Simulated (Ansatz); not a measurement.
Runs of Ansatz 0.2.0 on Ru. The structure is hexagonal, space group P6_3/mmc (No. 194). Conventional cell: a = 2.706 Å, b = 2.706 Å, c = 4.282 Å, α = 90.00°, β = 90.00°, γ = 120.00°. Ru (site symmetry -6m2) is surrounded by 12 Ru at 2.65 to 2.71 Å. 

```tsv
task	level	potentials or basis	spin	k mesh	cutoff (eV)	smearing	basis error allowed	mesh quality	gap on the mesh (eV)	pressure (GPa)
band structure	PBEsol	all-electron LAPW, relativistic spinors	SOC, no magnetisation	8 × 8 × 5	281	fermi-dirac 0.05 eV	0.001 eV/atom	coarse	-	-6.6
single point	PBE	all-electron LAPW, scalar-relativistic	off	11 × 11 × 6	281	gaussian 0.016 eV	0.001 eV/atom	not flagged	none	4.4
single point	PBE	all-electron LAPW, scalar-relativistic	off	11 × 11 × 6	281	gaussian 0.022 eV	0.001 eV/atom	not flagged	none	4.4
single point	PBE	all-electron LAPW, scalar-relativistic	off	6 × 6 × 3	242	fermi-dirac 0.06 eV	0.004 eV/atom	coarse	none	(a)
```

Alike in all rows: cell as given.

Q: Fill in the values left out.

A: (a) 5.3.

Caveats: some runs use coarse meshes; the k mesh is thin for a metal, which can move the energy by tens of meV per atom (some runs).

A k mesh can miss the band edges, and rows without SOC leave out spin-orbit coupling on Ru.

A gap of «none» marks a metal or a gap under the smearing width.
